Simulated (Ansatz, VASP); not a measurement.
## Ag in VASP and in Ansatz

```
Ag
1.0
     0.00000    2.02267    2.04310
     2.04310    0.00000    2.04310
     2.04310    2.02267    0.00000
Ag
1
Direct
  0.00000 0.00000 0.00000
```

Change from the starting cell: strain -0.0100 x Voigt [0, 1, 0, 0, 0, 0], atoms carried along.

Alike in both runs: task single point; functional PBE; k mesh 20 × 20 × 20; occupations gaussian, width 0.15 eV; no spin polarisation.

|  | VASP | Ansatz |
| --- | --- | --- |
| version | VASP 6.6.1 | Ansatz 0.2.0 |
| potentials or method | VASP PAW PBE potentials, release 64 (Ag) | scalar-relativistic, plane waves, PAW |
| plane-wave cutoff (eV) | 520 | 420 |
| valence electrons in the cell | 11 | 19 |

|  | VASP | Ansatz | Ansatz less VASP |
| --- | --- | --- | --- |
| gap on the k mesh at the Fermi level (eV) | none | none | - |
| pressure (GPa) | 5.7 | 5.9 | +0.18 |
| largest component of the traceless stress (GPa) | 0.26 | 0.27 | +0.004 |

A gap of «none» marks a metal or a gap that the smearing closes. The functional is the same, so the differences come from potentials, cutoffs and numerics. The two sets of potentials don't hold the same shells in valence.
